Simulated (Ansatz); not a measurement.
Sc, DFT, PBE, all-electron LAPW, scalar-relativistic (Ansatz 0.2.0), run on 1 thread of Arm Neoverse V1 on a shared host.

The cell is COD entry 9008483, as deposited and not checked against the literature; nothing was relaxed. The listed cell was then made from it by scaling, straining or moving an atom.

Command: `ansatz run input.yaml --threads 1 --pin off --max-ram 2048MiB --backend cpu --events-out ev --progress --plain --runs-dir out`

```yaml
crystal:
  lattice:
    - [0.0, 2.2877227499, 2.2364425]
    - [2.2877227499, 0.0, 2.2364425]
    - [2.2877227499, 2.2877227499, 0.0]
  atoms:
    - { symbol: Sc, position: [0.0, 0.0, 0.0] }
kpoints:
  mp_grid: { grid: [12, 12, 12] }
scf:
  occupations: { method: fermi_dirac, width: 0.03 }
hamiltonian:
  xc: pbe
  pseudopotentials: { kind: all_electron, lapw: { basis_error: 0.00025 } }
output:
  forces: true
  stress: true
  eigenvalues: true
```

(1) How large is the problem that the program sets up?

(2) Estimate the wall time and the peak memory.

(3) And the same cell and mesh by PAW (frozen-core files), asked for forces, stress, eigenvalues, efg, on the same hardware?

(4) And the same cell and mesh by all-electron PAW (datasets made for this crystal), asked for forces, stress, eigenvalues, efg, on the same hardware?

Results:

(1) 163 irreducible k-points, 161 plane waves at Γ, 10 bands.

(2) 10 s of wall time for 6 SCF iterations, with a peak of 0.3 GiB. Times on shared machines scatter by tens of per cent.

(3) 3.2 s, peak memory 0.35 GiB.

(4) 7.4 s, peak memory 0.32 GiB.
